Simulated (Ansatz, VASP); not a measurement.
## NaCl: VASP beside Ansatz

File INCAR:

```
PREC = Accurate ; ENCUT = 520
EDIFF = 1E-6 ; ISMEAR = 0
SIGMA = 0.02 ; LREAL = F
LASPH = T ; NELM = 100
ALGO = Normal ; ISIF = 2
LWAVE = F ; LCHARG = F
GGA = PS ; NBANDS = 14
```

Contents of KPOINTS:

```
Automatic mesh
0
Gamma
  6 6 6
```

The input POSCAR:

```
NaCl
1.0
    3.5481037109      0.0000000000      0.0000000000
    0.0000000000      3.5481037109      0.0000000000
    0.0000000000      0.0000000000      3.5481037109
Na Cl
1 1
Direct
    0.0000000000      0.0000000000      0.0000000000
    0.5000000000      0.5000000000      0.5000000000
```

Input for Ansatz:

```yaml
crystal:
  lattice:
    - [3.5481037109, 0.0, 0.0]
    - [0.0, 3.5481037109, 0.0]
    - [0.0, 0.0, 3.5481037109]
  atoms:
    - { symbol: Na, position: [0.0, 0.0, 0.0] }
    - { symbol: Cl, position: [0.5, 0.5, 0.5] }
basis:
  ecutwfc: 420
kpoints:
  mp_grid: { grid: [6, 6, 6] }
hamiltonian:
  xc: pbesol
scf:
  occupations: { method: gaussian, width: 0.02 }
output:
  forces: true
  stress: true
  eigenvalues: true
  write_density: true
  write_potential: true
  elf: true
  volumetric_format: npy
```

Alike in both runs: task single point; functional PBEsol; k mesh 6 × 6 × 6; occupations gaussian, width 0.02 eV; no spin polarisation.

|  | VASP | Ansatz |
| --- | --- | --- |
| version | VASP 6.6.1 | Ansatz 0.2.0 |
| potentials or method | VASP PAW PBE potentials, release 64 (Na_pv, Cl) | scalar-relativistic, plane waves, PAW |
| plane-wave cutoff (eV) | 520 | 420 |
| valence electrons in the cell | 14 | 16 |

```tsv
	VASP	Ansatz	Ansatz less VASP
gap on the k mesh at the Fermi level (eV)	3.72	3.72	+0.003
least direct gap on the mesh (eV)	4.19	4.19	+0.003
pressure (GPa)	-2.0	-2.0	0.00
```

The two sets of potentials don't hold the same shells in valence.

Caveats: the PAW data sets were made with another functional, which shifts forces and pressure a little (VASP). A k mesh can miss the band edges.
